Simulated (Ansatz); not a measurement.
Runs of Ansatz 0.2.0 on Pd. Symmetry: Fm-3m, No. 225, cubic system. Conventional cell: a = 3.893 Å, b = 3.893 Å, c = 3.893 Å, α = 90.00°, β = 90.00°, γ = 90.00°. Pd (site symmetry m-3m) is surrounded by 12 Pd at 2.75 Å. 

```csv
task,level,potentials or basis,spin,cell,cutoff (eV),V0 of scaled cells (Å³/atom),B0 (GPa)
equation of state,r2SCAN,Ansatz PAW,off,as given,500,14.91,186
equation of state,SVWN5,Ansatz PAW,off,as given,420,14.12,229
equation of state,PBEsol+D3(BJ),Ansatz PAW,off,as given,420,14.05,231
equation of state,LDA,PseudoDojo LDA,off,as given,1116,14.13,231
equation of state,LDA,Ansatz PAW,"SOC, no magnetisation",as given,420,14.14,228
equation of state,BLYP+D4,Ansatz PAW,off,as given,420,(b),167
equation of state,r2SCAN+rVV10,Ansatz PAW,off,as given,500,(a),198
equation of state,revPBE+D3(BJ),Ansatz PAW,off,as given,420,14.43,(c)
```

Alike in all rows: k mesh 12 × 12 × 12; smearing fermi-dirac 0.05 eV.

**Question.** Estimate the missing entries.

**Answer.** (a) 14.70; (b) 15.38; (c) 201.

Caveats: the PAW data sets were made with another functional, which shifts forces and pressure a little (some runs); the potentials were made for another functional, which shifts forces and pressure (some runs).

Runs at the PBE level aren't shown here.
